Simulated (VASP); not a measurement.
Here is a VASP 6.6.1 calculation.

INCAR

```
ALGO = Normal ; EDIFF = 1E-6
ENCUT = 520 ; GGA = PS
ISIF = 2 ; ISMEAR = 0
LASPH = T ; LCHARG = F
LREAL = F ; LWAVE = F
NELM = 80 ; PREC = Accurate
SIGMA = 0.02
```

KPOINTS

```
k-points
0
Gamma
  10 10 10
```

The input POSCAR:

```
CdSe
1.0
    0.0000000000      3.0702712000      3.0702712000
    3.0702712000      0.0000000000      3.0702712000
    3.0702712000      3.0702712000      0.0000000000
Cd Se
1 1
Direct
    0.0000000000      0.0000000000      0.0000000000
    0.2500000000      0.2500000000      0.2500000000
```

Potentials or basis: VASP PAW PBE potentials, release 64 (Cd, Se).

Command:

```bash
$ cat potpaw_PBE.64/Cd/POTCAR potpaw_PBE.64/Se/POTCAR > POTCAR
$ mpirun -np 1 vasp_std > vasp.out
```

Task: Estimate the pressure.

Result: -1.1 GPa.

Task: Predict the band gap on the k mesh.

Result: 0.43 eV, direct.

Caveat: the PAW data sets were made with another functional, which shifts forces and pressure a little. A hybrid or GW would open this gap; PBEsol tends to underestimate it.
